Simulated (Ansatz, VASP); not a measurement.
**Se in VASP and in Ansatz**

Contents of POSCAR:

```
Se
1.0
    5.6820856906      3.2805537030      1.5949520838
   -5.6820856906      3.2805537030      1.5949520838
    0.0000000000     -6.5611074061      1.5949520836
Se
6
Direct
    0.2732913751      0.1520265620      0.9082437209
    0.9082437209      0.2732913751      0.1520265620
    0.1520265620      0.9082437209      0.2732913751
    0.7267086249      0.8479734380      0.0917562791
    0.0917562791      0.7267086249      0.8479734380
    0.8479734380      0.0917562791      0.7267086249
```

Contents of INCAR.step1:

```
ALGO = Normal
EDIFF = 1E-4
ENCUT = 520
GGA = PE
ISMEAR = 0
LASPH = True
LCHARG = False
LREAL = False
LWAVE = True
NBANDS = 27
NELM = 100
PREC = Accurate
SIGMA = 0.02
```

Contents of INCAR.step2:

```
ALGO = Normal
EDIFF = 1E-6
ENCUT = 520
ISIF = 2
ISMEAR = 0
ISTART = 1
LASPH = True
LCHARG = False
LMIXTAU = True
LREAL = False
LWAVE = False
METAGGA = R2SCAN
NBANDS = 27
NELM = 100
PREC = Accurate
SIGMA = 0.02
```

File KPOINTS:

```
k-points
0
Gamma
  6 6 6
```

Input for Ansatz:

```yaml
crystal:
  lattice:
    - [5.6820856906, 3.280553703, 1.5949520838]
    - [-5.6820856906, 3.280553703, 1.5949520838]
    - [0.0, -6.5611074061, 1.5949520836]
  atoms:
    - { symbol: Se, position: [0.2732913751, 0.152026562, 0.9082437209] }
    - { symbol: Se, position: [0.9082437209, 0.2732913751, 0.152026562] }
    - { symbol: Se, position: [0.152026562, 0.9082437209, 0.2732913751] }
    - { symbol: Se, position: [0.7267086249, 0.847973438, 0.0917562791] }
    - { symbol: Se, position: [0.0917562791, 0.7267086249, 0.847973438] }
    - { symbol: Se, position: [0.847973438, 0.0917562791, 0.7267086249] }
basis:
  ecutwfc: 500
kpoints:
  mp_grid: { grid: [6, 6, 6] }
  band_path:
    path:
      - [[0.0, 0.0, 0.0], [0.5, 0.0, 0.0], [0.5, -0.5, 0.5], [0.20606245, -0.79393755, 0.20606245]]
      - [[0.20606245, 0.20606245, 0.20606245], [0.0, 0.0, 0.0], [0.5, -0.5, 0.0]]
    npoints: 14
hamiltonian:
  xc: r2scan
scf:
  occupations: { method: gaussian, width: 0.02 }
  n_extra_bands: 15
output:
  forces: true
  stress: true
  eigenvalues: true
  populations: true
  dos: { projected: true, de: 0.02, nscf_kmesh: { grid: [9, 9, 9] } }
  bader: true
```

This isn't the form of Se at room conditions, which is trigonal, of chains.

Alike in both runs: task single point; functional r2SCAN; k mesh 6 × 6 × 6; occupations gaussian, width 0.02 eV; no spin polarisation.

|  | VASP | Ansatz |
| --- | --- | --- |
| version | VASP 6.6.1 | Ansatz 0.2.0 |
| potentials or method | VASP PAW PBE potentials, release 64 (Se) | scalar-relativistic, plane waves, PAW |
| plane-wave cutoff (eV) | 520 | 500 |
| valence electrons in the cell | 36 | 96 |

|  | VASP | Ansatz | Ansatz less VASP |
| --- | --- | --- | --- |
| gap on the k mesh at the Fermi level (eV) | 1.72 | 1.73 | +0.008 |
| least direct gap on the mesh (eV) | 1.96 | 1.97 | +0.007 |
| pressure (GPa) | 0.0 | 0.0 | +0.03 |

The two sets of potentials don't hold the same shells in valence.

Caveats: the PAW data sets were made with another functional, which shifts forces and pressure a little (VASP). A k mesh can miss the band edges. r2SCAN opens gaps a little over a GGA but as a rule still falls short of measured ones.
